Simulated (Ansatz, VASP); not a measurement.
# GaN: VASP beside Ansatz

```
Ga N
1.0
     0.00000    2.27336    2.27336
     2.27336    0.00000    2.27336
     2.27336    2.27336    0.00000
Ga N
1 1
Direct
  0.00000 0.00000 0.00000
  0.75000 0.75000 0.75000
```

The cell is a database's computed one.

Alike in both runs: task single point; functional LDA; k mesh 8 × 8 × 8; no spin polarisation.

|  | VASP | Ansatz |
| --- | --- | --- |
| version | VASP 6.6.1 | Ansatz 0.2.0 |
| potentials or method | VASP PAW LDA potentials, release 64 (Ga_d, N) | plane waves, PAW |
| plane-wave cutoff (eV) | 520 | 510 |
| occupations | gaussian, width 0.01 eV | fixed |
| valence electrons in the cell | 18 | 18 |

Ansatz gave:

- pressure (GPa): -10.8

Question: Which values does VASP return?

Answer: Pressure (GPa): -9.9.
